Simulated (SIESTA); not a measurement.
CdTe under changes of volume

One of the cells (33.580 Å³/atom); the others are scaled copies at fixed shape and fractional positions:

```xyz
2
Lattice="0.0000 3.2262 3.2262 3.2262 0.0000 3.2262 3.2262 3.2262 0.0000" Properties=species:S:1:pos:R:3 pbc="T T T"
Te    4.8393    4.8393    4.8393
Cd    0.0000    0.0000    0.0000
```

```yaml
Program: SIESTA 5.4.2
Functional: PBE
Potentials_or_basis: PseudoDojo 0.4 standard (PBE files)
Basis: DZP (energy shift 0.002 Ry)
Grid_cutoff: 800 Ry
Energy_shift: 0.002 Ry
k_mesh: 7 × 7 × 7
Occupations: fermi-dirac, width 0.05 eV
Spin: no spin polarisation
```

| volume (Å³/atom) | energy over the lowest point (meV/atom) | pressure (GPa) | gap on the mesh (eV) |
| --- | --- | --- | --- |
| 30.947 | 119.08 | 8.9 | 1.48 |
| 31.605 | ? | ? | ? |
| 32.263 | 58.74 | 5.9 | 1.30 |
| 33.580 | 20.32 | 3.6 | 1.13 |
| 34.239 | 7.84 | 2.5 | 1.05 |
| 34.897 | 0.00 | 1.6 | 0.98 |

Task: What does the run at 31.605 Å³/atom give?

Result: Energy over the lowest point 85.73 meV/atom; pressure 7.3 GPa; gap on the mesh 1.38 eV.

Worked out: A Birch-Murnaghan fit of order 3 (a polynomial in V^(-2/3)) to the other rows has no minimum within the range. It gives 85.96 meV/atom at 31.605 Å³/atom, against the run's 85.73, and -dE/dV = 7.3 GPa, against 7.3. A straight line through the other rows of the gap, of slope -4.19 eV per unit of ln V (its deformation potential), gives 1.39 eV, against the run's 1.38.

Energies are extrapolated to zero smearing.

Caveats: semicore shells carry a single zeta, which can move pressures by several GPa and volumes by a few percent; spin-orbit coupling is left out, which moves the levels of the heavy elements; an odd mesh through Γ misses points on the zone boundary, where band edges often lie; the basis of atomic orbitals isn't converged, which shifts pressures, moduli and gaps.
